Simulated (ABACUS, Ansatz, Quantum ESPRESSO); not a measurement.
PBE equilibrium volume of 10 crystals in 3 set-ups

The same calculation (PBE, Γ-centred k mesh with a spacing near 0.25 Å⁻¹, Fermi-Dirac smearing of 0.05 eV, no spin-orbit coupling) was run on each cell with:

- A: Quantum ESPRESSO, SSSP 1.3 efficiency PBE, cutoffs 748 to 816 eV
- B: ABACUS, PseudoDojo NC SR 0.4.1 PBE standard, cutoffs 789 to 1184 eV
- C: Ansatz, Ansatz PAW (earlier soft set), cutoff 420 eV

Volumes are energy minima over scaled cells at fixed shape and fractions. Not every cell is the stable form of its formula. Spin polarisation and spin-orbit coupling are off unless named.

| crystal | A (Å³/atom) | B (Å³/atom) | C (Å³/atom) |
| --- | --- | --- | --- |
| BN (P6_3mc, 4 atoms) | 5.955 | 5.962 | 5.965 |
| TaAs (I4_1md, 4 atoms) | 17.654 | 17.622 | 17.606 |
| As (R-3m, 2 atoms) | 22.650 | 22.639 | 22.620 |
| Se (P3_121, 3 atoms) | 28.654 | 28.676 | 28.658 |
| Cl (Cmce, 4 atoms) | 29.747 | 29.701 | 29.751 |
| PbSe (Fm-3m) | 30.053 | 30.038 | 30.041 |
| Sb (R-3m, 2 atoms) | 31.729 | 31.728 | 31.700 |
| Y (P6_3/mmc, 2 atoms) | 32.905 | 32.927 | 32.910 |
| BiTe (Fm-3m) | 34.368 | 34.532 | 34.511 |
| PbTe (Fm-3m) | 35.385 | 35.436 | 35.436 |

Against the median of the set-ups for each crystal, the mean absolute deviation is A 0.10, B 0.03, C 0.03 %. The largest single deviation is -0.41 %, for BiTe in A. The figures use the values as printed. A median is no reference: set-ups on one family of potentials pull it their way. Meshes of this size aren't converged for metals, which the comparison doesn't need. The functional is the same throughout, so these differences measure potentials, basis sets and numerical settings.
